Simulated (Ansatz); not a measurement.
Two G0W0 runs on AlN (honeycomb bilayer).

The cell holds 4 atoms: 2 Al and 2 N. Cell: a = 3.119 Å, b = 3.119 Å, c = 30.400 Å, α = 90.0°, β = 90.0°, γ = 120.0°. Regions: layer 1 (AlN-hc), 2 atoms (1 Al and 1 N); layer 2 (AlN-hc), 2 atoms (1 Al and 1 N). Vacuum lies along c.

```xyz
4
Lattice="3.1192 0.0000 0.0000 -1.5596 2.7013 0.0000 0.0000 0.0000 30.4000" Properties=species:S:1:pos:R:3
Al    0.0000    1.8009   13.4093
N     1.5596    0.9004   13.3993
Al    0.0000    1.8009   16.9907
N     0.0000    0.0000   17.0007
```

The structure was relaxed with PBE-D3(BJ). The runs that relaxed it are not among those shown.

The first (Ansatz 0.2.0; start PBE, 6×6×1 mesh, 377 empty bands, screening to 75 eV, PAW set soft_1 files; 4 threads of Arm Neoverse V1, shared host) gave, on its mesh: starting gap 2.54 eV, G0W0 gap 4.37 eV, mean of 1 + 4πα/V (set by the cell height) 1.55, 60 s.

**Question.** The second changes empty bands from 377 to 152 and screening cutoff (eV) from 75.0 to 41. What does it give?

It gave: starting gap 2.54 eV, G0W0 gap 4.15 eV, mean of 1 + 4πα/V (set by the cell height) 1.55, 13 s. The G0W0 gap moves by −0.22 eV, +0.00 eV from the start and −0.22 eV from the correction. Σc changes by +0.24 eV at the valence top and +0.02 eV at the conduction bottom, and Σx − Vxc between them by +0.00 eV.

Limits: not at the basis limit; coarse mesh for a sheet.

[Paths, hosts, dates, memory and timing lines, banners, echoed tables and standing remarks are left out of the program output.]

[Logs are printed without paths, hosts, clocks, repeated set-up lines and the standing remarks that a program may print on its own settings, such as how far it seeks lower states.]

[Runs of the session that timed out or met a known fault of the program may be left out.]

[Cells called generated may have been cut or substituted from an entry of the Crystallography Open Database or the Materials Project.]

[Hosts, paths, dates, database ids (printed as entryN), source tags and the programs' standing remarks are cut or masked in the printed files.]
